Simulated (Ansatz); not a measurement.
The system is TiAl.

```
CELL_PARAMETERS angstrom
3.17906 0.00000 0.00000
0.00000 3.17906 0.00000
0.00000 0.00000 3.17906
ATOMIC_POSITIONS crystal
Ti 0.00000 0.00000 0.00000
Al 0.50000 0.50000 0.50000
```

The cell comes from a database or a generator and needn't be the stable form of this composition.

- Program: Ansatz 0.2.0
- Task: relaxation of cell and atoms
- Functional: PBEsol
- Dispersion: D4
- Potentials or basis: Ansatz PAW
- Cutoff: 420 eV (not typed: the program's choice for these potentials)
- k mesh: 8 × 8 × 8
- Occupations: fermi-dirac, width 0.05 eV
- Spin: no spin polarisation

At the start: volume 16.06 Å³/atom.

Problem. How do energy, volume and symmetry change on relaxing?

Solution. It ends after 5 steps and the volume is 15.51 Å³/atom (-3.5 %); space group Pm-3m (No. 221, to 0.05 Å).

Step by step:
```tsv
step	energy change (eV)	largest force (eV/Å)	volume (Å³)
1	0.0000	0.0000	32.13
2	-0.0106	0.0000	30.46
3	-0.0145	0.0000	31.05
4	-0.0145	0.0000	31.02
5	-0.0143	0.0000	31.02
```

Final structure:
```
Ti Al
1.0
     3.14206    0.00000    0.00000
     0.00000    3.14206    0.00000
     0.00000    0.00000    3.14206
Ti Al
1 1
Cartesian
  0.0000 0.0000 0.0000
  1.5710 1.5710 1.5710
```

Caveat: the plane-wave basis is chosen anew once the cell has moved, so the energies of steps on either side of that aren't comparable; pairwise dispersion overbinds metals, which lowers pressure and volume; the PAW data sets come from PBE, with cores solved anew for the run's functional, which leaves a small shift of forces and pressure.
